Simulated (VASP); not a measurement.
Write the native input for VASP 6.6.1 that does the following.

```
Task                   : relaxation of cell and atoms
Functional             : r2SCAN
Potentials or basis    : VASP PAW PBE potentials, release 64 (Si, Ni)
Cutoff                 : 600 eV
k mesh                 : 12 × 12 × 12
Occupations            : methfessel-paxton, width 0.1 eV
Spin                   : no spin polarisation
Further INCAR settings : ALGO = Normal; EDIFF = 1e-06; IBRION = 2; EDIFFG = -0.01; NSW = 90; ISIF = 3
```

The structure of Si2Ni lies in POSCAR:

```
Si2Ni
1.0
    0.0000000000      2.7030000000      2.7030000000
    2.7030000000      0.0000000000      2.7030000000
    2.7030000000      2.7030000000      0.0000000000
Si Ni
2 1
Direct
    0.2500000000      0.2500000000      0.2500000000
    0.7500000000      0.7500000000      0.7500000000
    0.0000000000      0.0000000000      0.0000000000
```

The input as run:

INCAR

```
  ALGO = Normal
  EDIFF = 1E-6
  EDIFFG = -0.01
  ENCUT = 600
  IBRION = 2
  ISIF = 3
  ISMEAR = 1
  LASPH = True
  LCHARG = False
  LMIXTAU = True
  LREAL = False
  LWAVE = False
  METAGGA = R2SCAN
  NELM = 80
  NSW = 90
  PREC = Accurate
  SIGMA = 0.1
```

KPOINTS

```
k-points
0
Gamma
  12 12 12
```

Potentials or basis: VASP PAW PBE potentials, release 64 (Si, Ni).

Launch:

```sh
$ cat potpaw_PBE.64/Si/POTCAR potpaw_PBE.64/Ni/POTCAR > POTCAR
$ mpirun -np 1 vasp_std > vasp.out
```

It gave:

* Relaxed volume: 12.98 Å³/atom
* Relaxed cell: a = 3.805 Å, b = 3.805 Å, c = 3.805 Å, α = 60.00°, β = 60.00°, γ = 60.00°
* Space group after relaxing (to 0.05 Å): Fm-3m (No. 225)
* Energy gained by relaxing: 1.3 meV/atom
* Ionic steps: 3
* Pressure after relaxing: 0.0 GPa
* Band gap on the k mesh: none (metal or under the smearing width)

Caveat: the PAW data sets were made with another functional, which shifts forces and pressure a little.

Wall time 2.6 min on 1 thread of Intel(R) Xeon(R) 6975P-C (Granite Rapids), on a shared host, peak memory 0.23 GiB.
